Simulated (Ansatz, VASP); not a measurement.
## Two plane-wave programs on CuI (Marshite)

```
CELL_PARAMETERS angstrom
0.00000 2.93107 2.93107
2.93107 0.00000 2.93107
2.93107 2.93107 0.00000
ATOMIC_POSITIONS crystal
Cu 0.25000 0.25000 0.25000
I 0.00000 0.00000 0.00000
```

Alike in both runs: functional LDA; k mesh 8 × 8 × 8; occupations gaussian, width 0.02 eV; no spin polarisation.

Ansatz relaxed the structure, and its values are those at the end. VASP's run is a single point on that final structure, the one shown.

```csv
,VASP,Ansatz
version,VASP 6.6.1,Ansatz 0.2.0
potentials or method,"VASP PAW LDA potentials, release 64 (Cu, I)","scalar-relativistic, plane waves, PAW"
plane-wave cutoff (eV),520,420
valence electrons in the cell,18,36
```

Ansatz gave:

* gap on the k mesh at the Fermi level (eV): 1.22
* least direct gap on the mesh (eV): 1.22
* pressure (GPa): 0.0

Task: Estimate VASP's values.

Result: gap on the k mesh at the Fermi level (eV): 1.29; least direct gap on the mesh (eV): 1.29; pressure (GPa): 0.2.

The two sets of potentials don't hold the same shells in valence.

Caveats: spin-orbit coupling is left out, which moves the levels of the heavy elements.
